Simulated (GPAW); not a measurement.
The system is C.

```xyz
8
Lattice="2.5221 0.0000 0.0000 -1.2611 2.1842 0.0000 0.0000 0.0000 8.2371" Properties=species:S:1:pos:R:3 pbc="T T T"
C     1.2611    0.7281    6.9501
C     0.0000    1.4561    1.2870
C     0.0000    1.4561    2.8315
C     1.2610    0.7281    5.4056
C     0.0000    0.0000    7.4649
C     0.0000    0.0000    0.7722
C     0.0000    0.0000    3.3463
C     0.0000    0.0000    4.8908
```

This is a hexagonal form of diamond, not graphite.

```yaml
Program: GPAW 26.7.0
Task: relaxation of cell and atoms
Functional: SCAN
Dispersion: D4
Potentials_or_basis: GPAW PAW data sets (gpaw-data 1.2.1)
Cutoff: 800 eV
Basis: pw
k_mesh: 7 × 7 × 2
Occupations: fermi-dirac, width 0.05 eV
Spin: no spin polarisation
```

At the start: pressure -7.2 GPa; volume 5.67 Å³/atom.

**Question.** How do energy, volume and symmetry change on relaxing?

**Answer.** Over 20 steps the energy falls by 4.3 meV/atom and the volume is 5.58 Å³/atom (-1.6 %); space group P6_3/mmc (No. 194, to 0.05 Å).

Step by step:
```
step  energy change (eV)  largest force (eV/Å)  pressure (GPa)  volume (Å³)
   1              0.0000                0.3516           -7.25        45.38
   2             -0.0101                0.1713           -6.86        45.33
   3             -0.0172                0.1023           -6.00        45.25
   4             -0.0189                0.2728           -4.70        45.12
   5             -0.0205                0.2336           -4.64        45.11
   6             -0.0229                0.1644           -4.53        45.10
   7             -0.0253                0.0978           -4.35        45.08
   8             -0.0271                0.0233           -4.09        45.05
   9             -0.0280                0.0989           -3.74        45.01
  10             -0.0285                0.1422           -3.32        44.97
  11             -0.0293                0.1533           -2.87        44.92
  12             -0.0309                0.1541           -2.34        44.87
  13             -0.0328                0.1126           -1.74        44.81
  14             -0.0340                0.0269           -1.05        44.75
  15             -0.0338                0.0850           -0.24        44.67
  16             -0.0339                0.0796           -0.24        44.67
  17             -0.0340                0.0691           -0.24        44.67
  18             -0.0341                0.0542           -0.23        44.67
  19             -0.0342                0.0357           -0.23        44.67
  20             -0.0343                0.0148           -0.23        44.67
```

Final structure:
```
CELL_PARAMETERS angstrom
2.50107 0.00000 0.00000
-1.25054 2.16599 0.00000
0.00000 0.00000 8.24528
ATOMIC_POSITIONS crystal
C 0.66667 0.33333 0.84456
C 0.33333 0.66667 0.15544
C 0.33333 0.66667 0.34456
C 0.66667 0.33333 0.65544
C 0.00000 0.00000 0.90711
C 0.00000 0.00000 0.09289
C 0.00000 0.00000 0.40711
C 0.00000 0.00000 0.59289
```

Caveat: the k mesh is coarse; later steps reuse the first step's grids; the PAW data sets were made with another functional, which shifts forces and pressure a little.
